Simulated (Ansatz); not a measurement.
Si:

```
Si
1.0
     2.62054    0.00000    0.00000
    -1.31027    2.26946    0.00000
     0.00000    0.00000    2.46635
Si
1
Cartesian
  0.0000 0.0000 0.0000
```

This isn't the form of Si at room conditions, which is diamond.

* Program: Ansatz 0.2.0
* Task: phonons
* Functional: PBEsol
* Potentials or basis: all-electron PAW datasets made for the crystal
* Cutoff: 200 eV (chosen from the basis error)
* k mesh: 12 × 12 × 12
* Occupations: fermi-dirac, width 0.05 eV
* Spin: no spin polarisation
* Phonon path: ["G", "M", "K", "G", "A", "L"]

Task: Is this structure dynamically stable at this level, and how far does the spectrum reach?

Result: Yes, as far as this q mesh shows: no mode on the path is imaginary. The highest frequency is 347 cm⁻¹.

A q mesh this small can miss soft modes between its points.

Caveat: a metal's response needs a denser mesh.
